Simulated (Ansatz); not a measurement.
**LiF (Fm-3m), trigonal deformation path**

Method: DFT PBE, scalar-relativistic, plane waves, PAW (Ansatz). Cutoff 420 eV, Γ-centred 12×12×12 k-points, Gaussian smearing of 0.05 eV. No spin polarisation. Energies are free energies at this smearing, counted from the undisturbed cell; pressure is positive in compression.

The undisturbed cell (as given, not relaxed at this level; it stands at 2.1 GPa):

```
Li F
1.0
     0.00000    2.01400    2.01400
     2.01400    0.00000    2.01400
     2.01400    2.01400    0.00000
Li F
1 1
Direct
  0.00000 0.00000 0.00000
  0.50000 0.50000 0.50000
```

At fixed volume and fractional coordinates, lengths along (0.577, 0.577, 0.577) are scaled against those across it; ρ is that ratio over its starting value. At ρ = 0.500 the cell becomes cubic (Pm-3m), and there the slope of the energy vanishes by symmetry.

| ρ | ΔE (meV/atom) |
| --- | --- |
| 0.500 | 295.7 |
| 0.600 | 257.1 |
| 0.710 | 160.6 |
| 0.850 | 47.0 |
| 0.930 | 10.4 |
| 1.000 | 0.0 |
| 1.080 | 13.6 |
| 1.200 | 83.5 |
| 1.410 | 336.6 |
| 1.700 | 915.9 |
| 2.000 | 1722.4 |